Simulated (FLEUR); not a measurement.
# Ru (P6_3/mmc) in FLEUR: a series of runs

Runs on Ru. Level: Wu-Cohen GGA. Tasks: band structure, equation of state.

Everything below comes from runs of FLEUR MaX-R8.1 (later development tree). Logs are shortened: lines on timing, memory, paths and dates and some standing lists are left out, and cuts for length are marked.

## 1. The structure

It takes space group P6_3/mmc (No. 194, hexagonal). The conventional cell has a = 2.706 Å, b = 2.706 Å, c = 4.282 Å, α = 90.00°, β = 90.00°, γ = 120.00°. Ru (site symmetry -6m2) is surrounded by 12 Ru at 2.65 to 2.71 Å.

## 2. Band structure, Wu-Cohen GGA

The input, inp.xml:

```xml
<?xml version="1.0" encoding="UTF-8" standalone="no"?>
<fleurInput fleurInputVersion="0.39">
   <comment>
      Ru                                                                                                  
   </comment>
   <calculationSetup>
      <cutoffs Kmax="4.22" Gmax="13.1" GmaxXC="13.1" numbands="0"/>
      <scfLoop itmax="60" minDistance="0.00001" maxIterBroyd="15" imix="Anderson" alpha="0.05" precondParam="0.0" spinf="2.0" sdNocoIR="T"/>
      <coreElectrons ctail="T" frcor="F" kcrel="0" coretail_lmax="0"/>
      <xcFunctional name="wc" relativisticCorrections="F"/>
      <magnetism jspins="1"/>
      <soc l_soc="F" theta="0.0" phi="0.0" spav="F"/>
      <expertModes spex="0" secvar="F"/>
      <geometryOptimization l_f="F" forcealpha="1.0" forcemix="BFGS" epsdisp="0.00001" epsforce="0.00001"/>
      <ldaU l_linMix="F" mixParam="0.05" spinf="1.0"/>
   </calculationSetup>
   <cell>
      <bzIntegration valenceElectrons="32.0" mode="hist" fermiSmearingEnergy="0.00183747">
         <kPointListSelection listName="default-1"/>
         <!-- k-points included here -->
         <xi:include xmlns:xi="http://www.w3.org/2001/XInclude" href="kpts.xml"> </xi:include>
      </bzIntegration>
      <!-- symmetry operations included here -->
      <xi:include xmlns:xi="http://www.w3.org/2001/XInclude" href="sym.xml"> </xi:include>
      <bulkLattice scale="1.0">
         <bravaisMatrix>
            <row-1>    5.1132209479426800     0.0000000000000000     0.0000000000000000</row-1>
            <row-2>   -2.5566104739713400     4.4281792361568231     0.0000000000000000</row-2>
            <row-3>    0.0000000000000000     0.0000000000000000     8.0916182929247409</row-3>
         </bravaisMatrix>
      </bulkLattice>
   </cell>
   <atomSpecies>
      <species name="Ruthenium (Ru)" element="Ru" atomicNumber="44">
         <mtSphere radius="2.32" gridPoints="767" logIncrement="0.017"/>
         <atomicCutoffs lmax="9" lnonsphr="7"/>
         <electronConfig flipSpins="F">
            <coreConfig>(1s1/2) (2s1/2) (2p1/2) (2p3/2) (3s1/2) (3p1/2) (3p3/2) (3d3/2) (3d5/2)</coreConfig>
            <valenceConfig>(4s1/2) (4p1/2) (4p3/2) (5s1/2) (4d3/2) (4d5/2)</valenceConfig>
            <stateOccupation state="(5s1/2)" spinUp="0.500000" spinDown="0.500000"/>
            <stateOccupation state="(4d3/2)" spinUp="1.400000" spinDown="1.400000"/>
            <stateOccupation state="(4d5/2)" spinUp="2.100000" spinDown="2.100000"/>
         </electronConfig>
         <energyParameters s="5" p="5" d="4" f="4"/>
         <lo type="SCLO" l="0" n="4" eDeriv="0"/>
         <lo type="SCLO" l="1" n="4" eDeriv="0"/>
         <lo type="SCLO" l="1" n="4" eDeriv="1"/>
         <lo type="SCLO" l="2" n="4" eDeriv="2"/>
         <lo type="SCLO" l="3" n="4" eDeriv="2"/>
      </species>
   </atomSpecies>
   <atomGroups>
      <atomGroup species="Ruthenium (Ru)">
         <relPos label="                   1">-1.000/3.000 1.000/3.000 -1.000/4.000</relPos>
         <relPos label="                   2">1.000/3.000 -1.000/3.000 1.000/4.000</relPos>
         <force calculate="T" relaxXYZ="TTT"/>
      </atomGroup>
   </atomGroups>
   <output dos="F" band="F" slice="F">
      <checks vchk="F" cdinf="F"/>
      <bandDOS minEnergy="-.5*Htr" maxEnergy="0.5*Htr" sigma="0.015" storeEVData="T"/>
      <vacuumDOS vacdos="F" integ="F" star="F" nstars="0" locx1="0.0" locy1="0.0" locx2="0.0" locy2="0.0" nstm="0" tworkf="0.0"/>
      <unfoldingBand unfoldBand="F" supercellX="1" supercellY="1" supercellZ="1"/>
      <plotting iplot="0" polar="F">
         <plot TwoD="T" vec1="  1.0  0.0  0.0" vec2="  0.0  1.0  0.0" vec3="  0.0  0.0  1.0" zero="  0.0  0.0  0.0" file="plot"/>
      </plotting>
      <chargeDensitySlicing numkpt="0" minEigenval="0.0" maxEigenval="0.0" nnne="0" pallst="F"/>
      <specialOutput eonly="F"/>
      <moessbauerParams electricFieldGradient="T" isomerShift="T" coreHyperfine="T" valenceHyperfine="T"/>
      <magneticCircularDichroism mcd="F" energyLo="-10.0" energyUp="0.0"/>
   </output>
  <!-- We include the file relax.xml here to enable relaxations (see documentation) -->
  <xi:include xmlns:xi="http://www.w3.org/2001/XInclude" href="relax.xml"> <xi:fallback/> </xi:include>
</fleurInput>
```

The input, crystal.txt:

```
Ru
&input cartesian=F /
2.7058000000  0.0000000000  0.0000000000
-1.3529000000  2.3432915376  0.0000000000
0.0000000000  0.0000000000  4.2819000000
1.8897261246
1.0 1.0 1.0

2
44 0.6666666667  0.3333333333  0.7500000000
44 0.3333333333  0.6666666667  0.2500000000

&kpt div1=11 div2=11 div3=6 gamma=T /
```

The input, inp.xml (bands):

```
<?xml version="1.0" encoding="UTF-8" standalone="no"?>
<fleurInput fleurInputVersion="0.39">
   <comment>
      Ru                                                                                                  
   </comment>
   <calculationSetup>
      <cutoffs Kmax="4.22" Gmax="13.1" GmaxXC="13.1" numbands="0"/>
      <scfLoop itmax="60" minDistance="0.00001" maxIterBroyd="15" imix="Anderson" alpha="0.05" precondParam="0.0" spinf="2.0" sdNocoIR="T"/>
      <coreElectrons ctail="T" frcor="F" kcrel="0" coretail_lmax="0"/>
      <xcFunctional name="wc" relativisticCorrections="F"/>
      <magnetism jspins="1"/>
      <soc l_soc="F" theta="0.0" phi="0.0" spav="F"/>
      <expertModes spex="0" secvar="F"/>
      <geometryOptimization l_f="F" forcealpha="1.0" forcemix="BFGS" epsdisp="0.00001" epsforce="0.00001"/>
      <ldaU l_linMix="F" mixParam="0.05" spinf="1.0"/>
   </calculationSetup>
   <cell>
      <bzIntegration valenceElectrons="32.0" mode="hist" fermiSmearingEnergy="0.00183747">
         <kPointListSelection listName="path-1"/>
         <!-- k-points included here -->
         <xi:include xmlns:xi="http://www.w3.org/2001/XInclude" href="kpts.xml"> </xi:include>
      </bzIntegration>
      <!-- symmetry operations included here -->
      <xi:include xmlns:xi="http://www.w3.org/2001/XInclude" href="sym.xml"> </xi:include>
      <bulkLattice scale="1.0">
         <bravaisMatrix>
            <row-1>    5.1132209479426800     0.0000000000000000     0.0000000000000000</row-1>
            <row-2>   -2.5566104739713400     4.4281792361568231     0.0000000000000000</row-2>
            <row-3>    0.0000000000000000     0.0000000000000000     8.0916182929247409</row-3>
         </bravaisMatrix>
      </bulkLattice>
   </cell>
   <atomSpecies>
      <species name="Ruthenium (Ru)" element="Ru" atomicNumber="44">
         <mtSphere radius="2.32" gridPoints="767" logIncrement="0.017"/>
         <atomicCutoffs lmax="9" lnonsphr="7"/>
         <electronConfig flipSpins="F">
            <coreConfig>(1s1/2) (2s1/2) (2p1/2) (2p3/2) (3s1/2) (3p1/2) (3p3/2) (3d3/2) (3d5/2)</coreConfig>
            <valenceConfig>(4s1/2) (4p1/2) (4p3/2) (5s1/2) (4d3/2) (4d5/2)</valenceConfig>
            <stateOccupation state="(5s1/2)" spinUp="0.500000" spinDown="0.500000"/>
            <stateOccupation state="(4d3/2)" spinUp="1.400000" spinDown="1.400000"/>
            <stateOccupation state="(4d5/2)" spinUp="2.100000" spinDown="2.100000"/>
         </electronConfig>
         <energyParameters s="5" p="5" d="4" f="4"/>
         <lo type="SCLO" l="0" n="4" eDeriv="0"/>
         <lo type="SCLO" l="1" n="4" eDeriv="0"/>
         <lo type="SCLO" l="1" n="4" eDeriv="1"/>
         <lo type="SCLO" l="2" n="4" eDeriv="2"/>
         <lo type="SCLO" l="3" n="4" eDeriv="2"/>
      </species>
   </atomSpecies>
   <atomGroups>
      <atomGroup species="Ruthenium (Ru)">
         <relPos label="                   1">-1.000/3.000 1.000/3.000 -1.000/4.000</relPos>
         <relPos label="                   2">1.000/3.000 -1.000/3.000 1.000/4.000</relPos>
         <force calculate="T" relaxXYZ="TTT"/>
      </atomGroup>
   </atomGroups>
   <output dos="F" band="T" slice="F">
      <checks vchk="F" cdinf="F"/>
      <bandDOS minEnergy="-.5*Htr" maxEnergy="0.5*Htr" sigma="0.015" storeEVData="T"/>
      <vacuumDOS vacdos="F" integ="F" star="F" nstars="0" locx1="0.0" locy1="0.0" locx2="0.0" locy2="0.0" nstm="0" tworkf="0.0"/>
      <unfoldingBand unfoldBand="F" supercellX="1" supercellY="1" supercellZ="1"/>
      <plotting iplot="0" polar="F">
         <plot TwoD="T" vec1="  1.0  0.0  0.0" vec2="  0.0  1.0  0.0" vec3="  0.0  0.0  1.0" zero="  0.0  0.0  0.0" file="plot"/>
      </plotting>
      <chargeDensitySlicing numkpt="0" minEigenval="0.0" maxEigenval="0.0" nnne="0" pallst="F"/>
      <specialOutput eonly="F"/>
      <moessbauerParams electricFieldGradient="T" isomerShift="T" coreHyperfine="T" valenceHyperfine="T"/>
      <magneticCircularDichroism mcd="F" energyLo="-10.0" energyUp="0.0"/>
   </output>
  <!-- We include the file relax.xml here to enable relaxations (see documentation) -->
  <xi:include xmlns:xi="http://www.w3.org/2001/XInclude" href="relax.xml"> <xi:fallback/> </xi:include>
</fleurInput>
```

Potentials or basis: all-electron, FLAPW.

Run with:

```
inpgen -f crystal.txt -profile fastHighL
# inp.xml edited to the form shown
fleur_MPI
fleur_MPI   # second run, on inp.xml (bands)
```

The program printed:

```text
Welcome to FLEUR        (www.flapw.de)
      MaX-Release 8.1          (www.max-centre.eu)

 ========== k-point set info ==========
 Selected k-point list: default-1
 k-point list type: mesh
 11 x 11 x 6
 Number of k points: 64

 ------------Calculation Setup---------------------------
 Number of MPI-tasks      :            1
 Number of PE/node        :            1
 Number of OMP-threads    :            1
 Most efficient MPI parallelization for:
           1           2           4           8          16          32          64
 Additional eigenvalue parallelization possible
 Number of basis functions:          318
 Approximate size of matrices (H+S) per k-point:         0.002 GB
 --------------------------------------------------------
 Iteration:     1   Distance:      19.68407310 me/bohr^3
 Iteration:     2   Distance:      17.46213306 me/bohr^3
 Iteration:     3   Distance:       5.71873282 me/bohr^3
 Iteration:     4   Distance:       2.58157833 me/bohr^3
 Iteration:     5   Distance:       1.14616760 me/bohr^3
 Iteration:     6   Distance:       0.89029354 me/bohr^3
 Iteration:     7   Distance:       0.10181017 me/bohr^3
 Iteration:     8   Distance:       0.01656416 me/bohr^3
 Iteration:     9   Distance:       0.01235237 me/bohr^3
 Iteration:    10   Distance:       0.00095842 me/bohr^3
 Iteration:    11   Distance:       0.00053325 me/bohr^3
 Iteration:    12   Distance:       0.00046898 me/bohr^3
 Iteration:    13   Distance:       0.00001763 me/bohr^3
 Iteration:    14   Distance:       0.00001448 me/bohr^3
 Iteration:    15   Distance:       0.00000245 me/bohr^3

 ********************************************************************
 Run finished successfully
 Stop message:
   all done
 ********************************************************************
```

output (bands):

```text
Welcome to FLEUR        (www.flapw.de)
      MaX-Release 8.1          (www.max-centre.eu)

 ========== k-point set info ==========
 Selected k-point list: path-1
 k-point list type: path
 Number of k points: 60

 ------------Calculation Setup---------------------------
 Number of MPI-tasks      :            1
 Number of PE/node        :            1
 Number of OMP-threads    :            1
 Most efficient MPI parallelization for:
           1           2           3           4           5           6          10          12          15          20          30          60
 Additional eigenvalue parallelization possible
 Number of basis functions:          315
 Approximate size of matrices (H+S) per k-point:         0.001 GB
 --------------------------------------------------------
 Fermi energy correction for metals:
 Fermi energy in bands.* files may not be consistent with last density.
 Please correct it manually (e.g. in band.gnu file).

 Note: Band structure data (together with different weights) is also stored in the banddos.hdf file.
       A convenient way of extracting and plotting the data from that file is by making use of the

 ********************************************************************
 Run finished successfully
 Stop message:
   Charge density postprocessing done.
 ********************************************************************
```

out.xml (last iteration):

```text
<iteration numberForCurrentRun="   15" overallNumber="   15">
         <energyParameters units="Htr">
            <atomicEP atomType="1" spin="1" branch="5s" branchLowest="-2.06" branchHighest="2.62" value="0.3862148229"/>
            <atomicEP atomType="1" spin="1" branch="5p" branchLowest="-0.91" branchHighest="3.37" value="0.5069432820"/>
            <atomicEP atomType="1" spin="1" branch="4d" branchLowest="-9.32" branchHighest="0.85" value="0.4845507405"/>
            <atomicEP atomType="1" spin="1" branch="4f" branchLowest="-9.99" branchHighest="2.68" value="0.7886158616"/>
            <loAtomicEP atomType="1" spin="1" branch="4s" branchLowest="-19.68" branchHighest="-2.06" value="-2.0859334515"/>
            <loAtomicEP atomType="1" spin="1" branch="4p" branchLowest="-15.71" branchHighest="-0.91" value="-0.9869574634"/>
            <loAtomicEP atomType="1" spin="1" branch="4p" branchLowest="-15.71" branchHighest="-0.91" value="-0.9869574634"/>
            <loAtomicEP atomType="1" spin="1" branch="4d" branchLowest="-9.32" branchHighest="0.85" value="0.4817059668"/>
            <loAtomicEP atomType="1" spin="1" branch="4f" branchLowest="-9.99" branchHighest="2.68" value="0.7886170070"/>
         </energyParameters>
         <eigenvalues>
            <eigenvaluesAt spin="1" ikpt="1" k_x="0.00000000" k_y="0.00000000" k_z="0.00000000">
                      -2.0925532643       -2.0850140829       -1.0081830735       -0.9736276015       -0.9736276014
                      -0.9673294212       -0.9673294212       -0.9658091396        0.2983141190        0.3648418394
                       0.4981075479        0.4981075480        0.5045080257        0.5232737943        0.5232737943
                       0.5426981889        0.5426981889        0.6377570842        0.6377570842        0.6400275246
                       0.9712612981        1.1374073961        1.2272365664        1.2516380713        1.4231392982
            </eigenvaluesAt>
            <eigenvaluesAt spin="1" ikpt="2" k_x="0.00000000" k_y="0.00000000" k_z="0.16666667">
                      -2.0920563950       -2.0855274401       -1.0054641677       -0.9732086269       -0.9732086269
                      -0.9687795591       -0.9677544641       -0.9677544641        0.3096178762        0.3684624869
                       0.4925436244        0.4925436245        0.4990518632        0.5168503885        0.5168503885
                       0.5571929063        0.5571929063        0.6048552814        0.6380327308        0.6380327308
                       1.0182417487        1.1190750186        1.2226548219        1.2669122092        1.3598283408
[... 37 lines left out ...]
         <allElectronCharges>
            <spinDependentCharge spin="1" total="88.0000000" interstitial="3.7260886" mtSpheres="84.2739113"/>
            <totalCharge value="87.9999999959"/>
         </allElectronCharges>
         <moessbauerParams unitsHFF="kG" unitsIS="e/bohr^3" unitsEFG="Htr/bohr^2">
            <coreIsomerShift atomType="1" isTotal="111130.98264">
               <shell n="1" l="0" isomerShift="97950.18108"/>
               <shell n="2" l="0" isomerShift="10944.99198"/>
               <shell n="2" l="1" isomerShift="197.18708"/>
               <shell n="3" l="0" isomerShift="2000.33119"/>
               <shell n="3" l="1" isomerShift="38.29130"/>
               <shell n="3" l="2" isomerShift="0.00000"/>
            </coreIsomerShift>
            <isomerShift atomType="1" nucleusRadius="0.0001100" averageDensity="111509.44831"/>
            <electricFieldGradient atomType="1" VXX="0.06138" VYY="0.06138" VZZ="-0.12277" asymParam="0.00000">
            </electricFieldGradient>
         </moessbauerParams>
         <totalEnergy                                    value="    -9062.4706111687" units="Htr">
            <sumOfEigenvalues                            value="    -5384.0629261161">
               <coreElectrons value="-5371.5173307045"/>
               <valenceElectrons value="-12.5455954117"/>
            </sumOfEigenvalues>
            <densityCoulombPotentialIntegral value="-14464.8431115973"/>
            <densityEffectivePotentialIntegral value="-14813.6103967312"/>
            <chargeDenXCDenIntegral value="-266.4471158453"/>
            <FockExchangeEnergyValence value="0.0000000000"/>
            <FockExchangeEnergyCore value="0.0000000000"/>
            <atomTypeDependentContributions atomType="1">
               <electronNucleiInteractionDifferentMTs value="10935.4804384692"/>
               <MadelungTerm value="-57.6689716706"/>
            </atomTypeDependentContributions>
            <tkbTimesEntropy value="0.0006168749"/>
            <freeEnergy value="-9062.4712280437"/>
            <extrapolationTo0K value="-9062.4709196062"/>
         </totalEnergy>
         <densityConvergence units="me/bohr^3">
            <chargeDensity spin="1" distance="0.0000024478"/>
         </densityConvergence>
      </iteration>
```

Wall time 25 s (1 thread of Arm Neoverse V2, shared host); peak memory 0.06 GiB.

Results:

* Free energy: -246602.4049 eV
* Band gap along the path: none (metal or under the smearing width)
* Valence electrons inside the program's atomic spheres: Ru 14.14 (radii Ru 2.32 bohr)

Levels at the corners of the path, in eV from the Fermi level:
```csv
point,band 13,band 14,band 15,band 16,band 17,band 18,band 19,band 20
Γ,-2.36,-1.85,-1.85,-1.32,-1.32,1.26,1.26,1.33
M,-2.01,-1.75,-1.46,1.51,1.93,2.00,4.14,6.17
K,-2.78,-2.78,-1.01,1.08,1.08,1.52,7.08,7.25
Γ,-2.36,-1.85,-1.85,-1.32,-1.32,1.26,1.26,1.33
A,-2.70,-2.70,-2.66,-2.66,0.62,0.62,0.62,0.62
L,-0.99,-0.99,0.51,0.51,1.77,1.77,3.45,3.45
H,-2.66,-2.66,-1.12,-1.12,1.30,1.30,8.49,8.49
A,-2.70,-2.70,-2.66,-2.66,0.62,0.62,0.62,0.62
L,-0.99,-0.99,0.51,0.51,1.77,1.77,3.45,3.45
M,-2.01,-1.75,-1.46,1.51,1.93,2.00,4.14,6.17
K,-2.78,-2.78,-1.01,1.08,1.08,1.52,7.08,7.25
H,-2.66,-2.66,-1.12,-1.12,1.30,1.30,8.49,8.49
```

Core levels (eV from the Fermi level):
```tsv
atom	levels
1 Ru	1s1/2 -21919.5, 2s1/2 -3148.2, 2p1/2 -2909.4, 2p3/2 -2778.5, 3s1/2 -551.6, 3p1/2 -458.9, 3p3/2 -436.7, 3d3/2 -272.4, 3d5/2 -268.1
2 Ru	1s1/2 -21919.5, 2s1/2 -3148.2, 2p1/2 -2909.4, 2p3/2 -2778.5, 3s1/2 -551.6, 3p1/2 -458.9, 3p3/2 -436.7, 3d3/2 -272.4, 3d5/2 -268.1
```

## 3. Equation of state, Wu-Cohen GGA, 12.76 Å³/atom (volume scaled by 0.94)

Edit inp.xml of step 2 so:

```diff
@@ -6,3 +6,3 @@
    <calculationSetup>
-      <cutoffs Kmax="4.22" Gmax="13.1" GmaxXC="13.1" numbands="0"/>
+      <cutoffs Kmax="4.36" Gmax="13.5" GmaxXC="13.5" numbands="0"/>
       <scfLoop itmax="60" minDistance="0.00001" maxIterBroyd="15" imix="Anderson" alpha="0.05" precondParam="0.0" spinf="2.0" sdNocoIR="T"/>
@@ -24,3 +24,3 @@
       <xi:include xmlns:xi="http://www.w3.org/2001/XInclude" href="sym.xml"> </xi:include>
-      <bulkLattice scale="1.0">
+      <bulkLattice scale="0.9795861087">
          <bravaisMatrix>
@@ -34,3 +34,3 @@
       <species name="Ruthenium (Ru)" element="Ru" atomicNumber="44">
-         <mtSphere radius="2.32" gridPoints="767" logIncrement="0.017"/>
+         <mtSphere radius="2.25" gridPoints="767" logIncrement="0.017"/>
          <atomicCutoffs lmax="9" lnonsphr="7"/>
```

Potentials or basis: all-electron, FLAPW.

Run with:

```
inpgen -f crystal.txt -profile fastHighL
# inp.xml edited to the form shown
fleur_MPI
```

Wall time 24 s (1 thread of Arm Neoverse V2, shared host); peak memory 0.08 GiB.

The run converged. Its results:

- Free energy: -246602.3327 eV
- Band gap on the k mesh: none (metal or under the smearing width)
- Valence electrons inside the program's atomic spheres: Ru 13.97 (radii Ru 2.25 bohr)

## 4. Equation of state, Wu-Cohen GGA, 13.03 Å³/atom (volume scaled by 0.96)

Edit inp.xml of step 3 so:

```diff
@@ -24,3 +24,3 @@
       <xi:include xmlns:xi="http://www.w3.org/2001/XInclude" href="sym.xml"> </xi:include>
-      <bulkLattice scale="0.9795861087">
+      <bulkLattice scale="0.9864848297">
          <bravaisMatrix>
```

Run with:

```
inpgen -f crystal.txt -profile fastHighL
# inp.xml edited to the form shown
fleur_MPI
```

Wall time 24 s (1 thread of Arm Neoverse V2, shared host); peak memory 0.09 GiB.

The run converged. Its results:

| Item | Value |
| --- | --- |
| Free energy | -246602.3837 eV |
| Band gap on the k mesh | none (metal or under the smearing width) |
| Valence electrons inside the program's atomic spheres | Ru 13.93 (radii Ru 2.25 bohr) |

(Part 1 of 2 ends here.)
